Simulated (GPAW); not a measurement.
Pd, 1 atom in the cell. It takes space group Fm-3m (No. 225, cubic). Conventional cell: a = 3.893 Å, b = 3.893 Å, c = 3.893 Å, α = 90.00°, β = 90.00°, γ = 90.00°. Pd (site symmetry m-3m) has 12 Pd at 2.75 Å as nearest neighbours. 

- Program: GPAW 26.7.0
- Task: phonons
- Functional: C09-vdW
- Potentials or basis: GPAW PAW data sets (gpaw-data 1.2.1), other valence
- Cutoff: 510 eV
- Basis: pw
- k mesh: 12 × 12 × 12
- Occupations: fermi-dirac, width 0.05 eV
- Spin: no spin polarisation
- Maxiter: 150
- Convergence: density=1e-06 eigenstates=1e-09
- Supercell: 2 × 2 × 2
- Supercell k mesh: 6 × 6 × 6
- Displacement: 0.01
- Relaxed first: none
- Band path: GXWKGLUWLK,UX
- Data set: Pd 10

Potentials or basis: GPAW PAW data sets (gpaw-data 1.2.1), other valence, pw.

Command:

```console
$ OMP_NUM_THREADS=1 python run.py
```

Hardware: 1 thread of Arm Neoverse V2, on a shared host.

Problem. How long does it take, and how much memory?

Solution. It took 6.9 min on 1 thread of Arm Neoverse V2, with other jobs on the host, peak memory 0.47 GiB. Counts: scf iterations 27, plane waves 397, bands 14, k points 72.
